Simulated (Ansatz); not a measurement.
Runs of Ansatz 0.2.0 on Ti. The structure is hexagonal, space group P6_3/mmc (No. 194). The conventional cell has a = 2.950 Å, b = 2.950 Å, c = 4.680 Å, α = 90.00°, β = 90.00°, γ = 120.00°. Around Ti (site symmetry -6m2) lie 12 Ti at 2.89 to 2.95 Å. 

| task | level | potentials or basis | cell | k mesh | cutoff (eV) | smearing | basis error allowed | mesh quality | gap on the mesh (eV) | pressure (GPa) | relaxed volume (Å³/atom) |
| --- | --- | --- | --- | --- | --- | --- | --- | --- | --- | --- | --- |
| relaxation of cell and atoms | RPBE | all-electron LAPW, scalar-relativistic | relaxed | 10 × 10 × 6 | - | fermi-dirac 0.05 eV | 0.001 eV/atom | not flagged | - | 0.0 | 17.90 |
| single point | PBE | all-electron LAPW, scalar-relativistic | as given | 10 × 10 × 6 | 220 | gaussian 0.027 eV | 0.001 eV/atom | not flagged | none | -1.4 | - |
| single point | PBEsol | all-electron PAW datasets made for the crystal | as given | - | 290 | fermi-dirac 0.15 eV | - | not flagged | none | -5.3 | - |
| relaxation of cell and atoms | RPBE+D4 | all-electron LAPW, scalar-relativistic | relaxed | 10 × 10 × 6 | - | fermi-dirac 0.05 eV | 0.001 eV/atom | not flagged | - | 0.0 | (a) |
| band structure | PBEsol | all-electron PAW datasets made for the crystal | as given | 10 × 10 × 6 | 260 | fermi-dirac 0.05 eV | - | not flagged | - | (b) | - |
| relaxation of cell and atoms | BLYP+D3(BJ) | all-electron LAPW, scalar-relativistic | relaxed | 10 × 10 × 6 | - | fermi-dirac 0.05 eV | 0.001 eV/atom | not flagged | - | 0.0 | 15.63 |
| single point | PBE | all-electron LAPW, scalar-relativistic | as given | 10 × 10 × 6 | 220 | gaussian 0.02 eV | 0.001 eV/atom | not flagged | none | -1.4 | - |
| single point | PBE | all-electron LAPW, scalar-relativistic | as given | 10 × 10 × 6 | 220 | gaussian 0.013 eV | 0.001 eV/atom | not flagged | none | -1.4 | - |
| single point | PBE | all-electron LAPW, scalar-relativistic | as given | 5 × 5 × 3 | 204 | fermi-dirac 0.02 eV | 0.002 eV/atom | coarse | none | (c) | - |
| single point | PBE | all-electron LAPW, scalar-relativistic | as given | 4 × 4 × 2 | 187 | fermi-dirac 0.06 eV | 0.004 eV/atom | coarse | none | -1.3 | - |
| relaxation of cell and atoms | RPBE | all-electron LAPW, scalar-relativistic | relaxed | 10 × 10 × 6 | - | methfessel-paxton 0.2 eV | 0.001 eV/atom | not flagged | - | 0.0 | 17.89 |
| single point | PBE | all-electron LAPW, scalar-relativistic | as given | 7 × 7 × 4 | 204 | fermi-dirac 0.03 eV | 0.002 eV/atom | coarse | none | -1.4 | - |

Alike in all rows: no spin polarisation.

**Question.** Fill in the values left out.

**Answer.** (a) 17.38; (b) -5.7; (c) -1.7.

Caveats: some runs use coarse meshes; the k mesh is thin for a metal, which can move the energy by tens of meV per atom (some runs); the volume moved by -11 % from the deposited cell, more than functionals usually miss (some runs).

A k mesh can miss the band edges.

A gap of «none» marks a metal or a gap under the smearing width.

Not every run made on this cell is shown here.
